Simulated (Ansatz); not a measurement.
## Every step of a relaxation of fcc Sb (100), 6 layers

DFT, PBE, PAW with Ansatz's default frozen-core files, scalar-relativistic (Ansatz 0.2.0); a Γ-centred 10×10×1 k mesh, Fermi–Dirac smearing of 0.05 eV, no spin polarisation. The run relaxes the atoms in the fixed cell.

Command: `ansatz run input.yaml --threads 2 --pin off --max-ram 4096MiB --backend cpu --events-out ev --progress --plain --runs-dir out` It took 80 s on 2 threads of Intel(R) Xeon(R) Platinum 8488C (Sapphire Rapids), with other jobs on the host, peak memory 0.71 GiB.

```yaml
crystal:
  lattice:
    - [3.3880510205, 0.0, 0.0]
    - [0.0, 3.3880510205, 0.0]
    - [0.0, 0.0, 27.9786]
  atoms:
    - { symbol: Sb, position: [0.25, 0.25, 0.2859333695] }
    - { symbol: Sb, position: [0.75, 0.75, 0.3715600217] }
    - { symbol: Sb, position: [0.25, 0.25, 0.4571866739] }
    - { symbol: Sb, position: [0.75, 0.75, 0.5428133261] }
    - { symbol: Sb, position: [0.25, 0.25, 0.6284399783] }
    - { symbol: Sb, position: [0.75, 0.75, 0.7140666305] }
kpoints:
  mp_grid: { grid: [10, 10, 1] }
scf:
  occupations: { method: fermi_dirac, width: 0.05 }
hamiltonian:
  xc: pbe
  pseudopotentials: { kind: paw }
output:
  forces: true
  stress: true
  eigenvalues: true
  write_density: true
  write_potential: true
  elf: true
  volumetric_format: npy
relax:
  f_tol: 0.01
  max_steps: 40
efield:
  axis: 3
  amplitude: 0
  dipole_correction: true
```

Each step lists its free energy a cell above the last geometry, and Cartesian positions (Å) with forces (eV/Å).

The first step:

```
step 1  dF = 99.89 meV
  Sb 0.8470 0.8470 8.0000   0.0000 0.0000 0.2747
  Sb 2.5410 2.5410 10.3957   0.0000 0.0000 -0.2853
  Sb 0.8470 0.8470 12.7914   0.0000 0.0000 -0.1131
  Sb 2.5410 2.5410 15.1872   0.0000 0.0000 0.1131
  Sb 0.8470 0.8470 17.5829   0.0000 0.0000 0.2853
  Sb 2.5410 2.5410 19.9786   0.0000 0.0000 -0.2747
```

Spin–orbit coupling is left out, which matters for the heavy atoms.

**Question.** Where does the relaxation end, and by which steps?

**Answer.** After 6 geometries, with a shortest distance of 3.209 Å. The further steps:
```
step 2  dF = 29.72 meV
  Sb 0.8470 0.8470 8.0770   0.0000 0.0000 0.1824
  Sb 2.5410 2.5410 10.3417   0.0000 0.0000 -0.2198
  Sb 0.8470 0.8470 12.7469   0.0000 0.0000 -0.0264
  Sb 2.5410 2.5410 15.2317   0.0000 0.0000 0.0264
  Sb 0.8470 0.8470 17.6369   0.0000 0.0000 0.2198
  Sb 2.5410 2.5410 19.9016   0.0000 0.0000 -0.1824
step 3  dF = 74.69 meV  (not accepted)
  Sb 0.8470 0.8470 8.1850   0.0000 0.0000 -0.4613
  Sb 2.5410 2.5410 10.1481   0.0000 0.0000 0.4395
  Sb 0.8470 0.8470 12.7065   0.0000 0.0000 0.1842
  Sb 2.5410 2.5410 15.2721   0.0000 0.0000 -0.1842
  Sb 0.8470 0.8470 17.8305   0.0000 0.0000 -0.4395
  Sb 2.5410 2.5410 19.7936   0.0000 0.0000 0.4614
step 4  dF = 2.83 meV
  Sb 0.8470 0.8470 8.0841   0.0000 0.0000 0.0699
  Sb 2.5410 2.5410 10.2535   0.0000 0.0000 -0.0526
  Sb 0.8470 0.8470 12.7385   0.0000 0.0000 -0.0390
  Sb 2.5410 2.5410 15.2401   0.0000 0.0000 0.0390
  Sb 0.8470 0.8470 17.7251   0.0000 0.0000 0.0526
  Sb 2.5410 2.5410 19.8945   0.0000 0.0000 -0.0699
step 5  dF = 0.22 meV
  Sb 0.8470 0.8470 8.1238   0.0000 0.0000 -0.0211
  Sb 2.5410 2.5410 10.2473   0.0000 0.0000 0.0184
  Sb 0.8470 0.8470 12.7318   0.0000 0.0000 -0.0011
  Sb 2.5410 2.5410 15.2468   0.0000 0.0000 0.0011
  Sb 0.8470 0.8470 17.7313   0.0000 0.0000 -0.0184
  Sb 2.5410 2.5410 19.8548   0.0000 0.0000 0.0211
step 6  dF = 0.00 meV
  Sb 0.8470 0.8470 8.1115   0.0000 0.0000 0.0021
  Sb 2.5410 2.5410 10.2461   0.0000 0.0000 0.0004
  Sb 0.8470 0.8470 12.7300   0.0000 0.0000 -0.0063
  Sb 2.5410 2.5410 15.2486   0.0000 0.0000 0.0063
  Sb 0.8470 0.8470 17.7325   0.0000 0.0000 -0.0004
  Sb 2.5410 2.5410 19.8671   0.0000 0.0000 -0.0021
```
